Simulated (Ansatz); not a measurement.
Write the native input for Ansatz 0.2.0 that does the following.

| Quantity | Value |
| --- | --- |
| Task | relaxation of cell and atoms |
| Functional | PBEsol |
| Dispersion | D4 |
| Potentials or basis | Ansatz PAW |
| Cutoff | 420 eV (not typed: the program's choice for these potentials) |
| k mesh | 6 × 6 × 8 |
| Occupations | fermi-dirac, width 0.05 eV |
| Spin | no spin polarisation |

SnO2 (Cassiterite):

```
Sn O
1.0
     4.73800    0.00000    0.00000
     0.00000    4.73800    0.00000
     0.00000    0.00000    3.18650
Sn O
2 4
Direct
  0.50000 0.50000 0.50000
  0.00000 0.00000 0.00000
  0.80710 0.19290 0.50000
  0.69290 0.69290 0.00000
  0.19290 0.80710 0.50000
  0.30710 0.30710 0.00000
```

These files were run (other wordings do the same):

input.yaml

```yaml
crystal:
  lattice:
    - [4.738, 0.0, 0.0]
    - [0.0, 4.738, 0.0]
    - [0.0, 0.0, 3.1865]
  atoms:
    - { symbol: Sn, position: [0.5, 0.5, 0.5] }
    - { symbol: Sn, position: [0.0, 0.0, 0.0] }
    - { symbol: O, position: [0.8071, 0.1929, 0.5] }
    - { symbol: O, position: [0.6929, 0.6929, 0.0] }
    - { symbol: O, position: [0.1929, 0.8071, 0.5] }
    - { symbol: O, position: [0.3071, 0.3071, 0.0] }
hamiltonian:
  xc: pbesol
  pseudopotentials: { kind: paw }
  dispersion: d4
kpoints:
  mp_grid: { grid: [6, 6, 8] }
scf:
  occupations: { method: fermi_dirac, width: 0.05 }
output:
  forces: true
  stress: true
  eigenvalues: true
  write_density: true
  write_potential: true
  elf: true
  volumetric_format: npy
relax:
  f_tol: 0.01
  max_steps: 40
  cell: { stress_tol: 0.05 }
```

Potentials or basis: Ansatz PAW.

Run with:

```sh
$ ansatz run input.yaml --threads 2 --pin off --max-ram 5632MiB --backend cpu --events-out ev --progress --plain --runs-dir out
```

Results of the run:

```json
{
 "Relaxed volume": "12.05 Å³/atom",
 "Relaxed cell": "a = 4.749 Å, b = 4.749 Å, c = 3.206 Å, α = 90.00°, β = 90.00°, γ = 90.00°",
 "Space group after relaxing (to 0.05 Å)": "P4_2/mnm (No. 136)",
 "Energy gained by relaxing": "1.7 meV/atom",
 "Ionic steps": "8",
 "Pressure after relaxing": "0.0 GPa",
 "Band gap on the k mesh": "1.02 eV, direct"
}
```

Caveat: the plane-wave basis is chosen anew once the cell has moved, so the energies of steps on either side of that aren't comparable; the pressure holds a Pulay correction of +0.9 GPa for the finite cutoff; spin-orbit coupling is left out, which moves the levels of the heavy elements; the PAW data sets come from PBE, with cores solved anew for the run's functional, which leaves a small shift of forces and pressure.

Wall time 15 s on 2 threads of Intel(R) Xeon(R) 6975P-C (Granite Rapids), with other jobs on the host, peak memory 0.47 GiB.
